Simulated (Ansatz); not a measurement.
The system is WS2.

```xyz
3
Lattice="1.8439 1.0646 5.5749 -1.8439 1.0646 5.5749 0.0000 -2.1292 5.5749" Properties=species:S:1:pos:R:3 pbc="T T T"
W     0.0000    0.0000    0.0000
S     0.0000    0.0000    4.2146
S     0.0000    0.0000   12.5101
```

The cell was built by a generator and needn't be a form met in nature.

```yaml
Program: Ansatz 0.2.0
Task: single point
Functional: PBE
Potentials_or_basis: all-electron LAPW, scalar-relativistic
Cutoff: 251 eV (chosen from the basis error)
Basis_error_allowed: 0.001 eV/atom
k_mesh: 9 × 9 × 9
Occupations: fermi-dirac, width 0.05 eV
Spin: no spin polarisation
```

On this cell: pressure -12.2 GPa; largest force 0.547 eV/Å; band gap on the k mesh none (metal or under the smearing width).

The same run follows on a disturbed copy (atoms moved at random, drawn with an rms of 0.05 Å):

```
CELL_PARAMETERS angstrom
1.84394 1.06460 5.57491
-1.84394 1.06460 5.57491
0.00000 -2.12919 5.57491
ATOMIC_POSITIONS crystal
W 0.99997 0.99859 0.99817
S 0.24944 0.24308 0.25645
S 0.74845 0.75192 0.74531
```

Question: What changes?

Answer: The energy (extrapolated to zero smearing) moves by +11.8 meV/atom; pressure -13.5 GPa; largest force 0.862 eV/Å; band gap on the k mesh none (metal or under the smearing width).

Forces in eV/Å, atoms in the order of the input:
```
W    0.000 -0.010  0.041
S   -0.050  0.096  0.815
S    0.050 -0.086 -0.857
```

Stress tensor (GPa, compression positive):
```
-19.22   0.07   0.32
  0.07 -18.92  -0.58
  0.32  -0.58  -2.25
```
